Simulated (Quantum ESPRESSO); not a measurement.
Crystal: AlN.

```
Al N
1.0
     3.11300    0.00000    0.00000
    -1.55650    2.69594    0.00000
     0.00000    0.00000    4.98100
Al N
2 2
Cartesian
  1.5565 0.8986 2.4905
  0.0000 1.7973 0.0000
  1.5565 0.8986 4.3833
  0.0000 1.7973 1.8928
```

* Program: Quantum ESPRESSO 7.5
* Task: phonons
* Functional: rPW86PBE
* Dispersion: rVV10
* Potentials or basis: PseudoDojo 0.4.1 SR PBE standard
* Cutoff: 1143 eV
* Density cutoff: 4572 eV
* k mesh: 6 × 6 × 4, shifted
* Occupations: fermi-dirac, width 0.05 eV
* Spin: no spin polarisation
* rVV10 parameter b: 6.3
* Mixing beta: 0.5
* Most SCF iterations: 120
* SCF threshold: 8e-10 Ry

The cell and the atoms were relaxed first, to 10.82 Å³/atom (a = 3.145 Å, b = 3.145 Å, c = 5.051 Å, α = 90.00°, β = 90.00°, γ = 120.00°), and the response was taken there.

```yaml
crystal:
  lattice:
    - [3.14513, 0.00000, 0.00000]
    - [-1.57256, 2.72376, 0.00000]
    - [0.00000, 0.00000, 5.05072]
  atoms:
    - { symbol: Al, position: [0.66667, 0.33333, 0.49942] }
    - { symbol: Al, position: [0.33333, 0.66667, 0.99942] }
    - { symbol: N, position: [0.66667, 0.33333, 0.88058] }
    - { symbol: N, position: [0.33333, 0.66667, 0.38058] }
```

The first run showed a gap, so the response started from a second, tighter run with fixed occupations.

**Question.** Which optical modes does the crystal have at the zone centre, and which show in infrared and Raman spectra?

**Answer.** The optical modes are 2E2 + 2B1 + A1 + E1. Infrared active: A1 + E1. Raman active: 2E2 + A1 + E1.

Optical modes at Γ, degenerate ones joined, polar ones without the macroscopic field:
```csv
cm⁻¹,components,symmetry,active in,"IR intensity, summed ((D/Å)²/amu)"
239,2,E2,Raman,0.00
535,1,B1,silent,0.00
585,1,A1,IR and Raman,35.82
624,2,E2,Raman,0.00
638,2,E1,IR and Raman,63.96
703,1,B1,silent,0.00
```

Zone-centre frequencies without and with the macroscopic field along z (cm⁻¹):
```
                      optical modes in rising order
       without  239 239 535 585 624 624 638 638 703
with the field  239 239 535 624 624 638 638 703 852
```

Caveat: the potentials were made for another functional, which shifts forces and pressure.
